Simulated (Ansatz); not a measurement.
Relaxation of a periodic cell of 17 atoms, Si16H (host Si, host structure diamond, interstitial H), cell charge +1, to a largest force component of 0.03 eV/Å in at most 60 steps.

All numbers below come from DFT PBEsol, scalar-relativistic, plane waves, PAW in Ansatz 0.2.0. Settings: cutoff 420 eV, k mesh 2x2x2, gaussian smearing 0.02 eV, no spin polarisation.

```xyz
17
Lattice="0.0000 5.4300 5.4300 5.4300 0.0000 5.4300 5.4300 5.4300 0.0000" Properties=species:S:1:pos:R:3:forces:R:3
Si 0.000 0.000 0.000 -0.01 -0.04 0.00
Si 1.357 1.357 1.357 0.01 0.02 0.01
Si 2.715 2.715 0.000 -0.20 0.19 0.27
Si 4.072 4.072 1.357 0.04 0.01 -0.01
Si 2.715 0.000 2.715 -0.02 -0.06 -0.02
Si 4.072 1.357 4.072 0.00 0.05 -0.01
Si 5.430 2.715 2.715 -0.01 -0.02 0.00
Si 6.787 4.072 4.072 -0.01 0.04 0.01
Si 0.000 2.715 2.715 0.29 0.19 -0.20
Si 1.357 4.072 4.072 -0.01 0.01 0.03
Si 2.715 5.430 2.715 -0.18 -0.20 -0.17
Si 4.072 6.787 4.072 -0.02 0.01 -0.02
Si 2.715 2.715 5.430 0.00 -0.02 0.00
Si 4.072 4.072 6.787 0.01 0.04 -0.01
Si 5.430 5.430 5.430 0.32 -0.27 0.30
Si 6.787 6.787 6.787 -0.02 0.02 -0.02
H 6.744 4.087 6.749 -0.20 0.03 -0.17
```

Question: Where does it end, and by what steps?

Answer: The forces met the threshold. Limits of this set-up: coarse k mesh, charged cell in a uniform background, uncorrected. After 12 steps the energy has fallen by 1.006 eV; H17 moved furthest, 1.62 Å. Parted: Si14–Si15 (2.35 → 2.93 Å). Joined: Si14–H17 (2.67 → 1.62 Å), Si15–H17 (2.30 → 1.62 Å).

```csv
step,energy less start (eV),largest force component (eV/Å),accepted
0,0.0000,0.317,yes
1,-0.1130,0.452,yes
2,-0.2614,0.529,yes
3,-0.4140,0.450,yes
4,-0.5152,0.391,yes
5,-0.5779,0.267,yes
6,-0.6588,0.296,yes
7,-0.7095,0.170,yes
8,-0.7662,0.574,yes
9,-0.9120,0.464,yes
10,-0.9921,0.256,yes
11,-1.0034,0.083,yes
12,-1.0058,0.030,yes
```

```xyz
17
Lattice="0.0000 5.4300 5.4300 5.4300 0.0000 5.4300 5.4300 5.4300 0.0000" Properties=species:S:1:pos:R:3
Si 0.084 -0.002 0.055
Si 1.411 1.392 1.377
Si 2.780 2.756 0.051
Si 4.165 4.072 1.394
Si 2.899 0.136 2.677
Si 4.221 1.398 4.137
Si 5.533 2.763 2.760
Si 7.013 4.113 3.982
Si 0.061 2.601 2.873
Si 1.401 4.050 4.135
Si 2.770 5.353 2.759
Si 4.045 6.708 4.174
Si 2.755 2.670 5.454
Si 4.025 3.867 6.994
Si 5.713 5.554 5.300
Si 6.876 6.781 6.892
H 5.293 4.176 6.035
```

Whether the end is a true minimum wasn't checked by a vibrational analysis.

The run took 47 s on 1 thread of Intel(R) Xeon(R) Platinum 8488C (Sapphire Rapids) (shared host), peak memory 0.65 GiB.
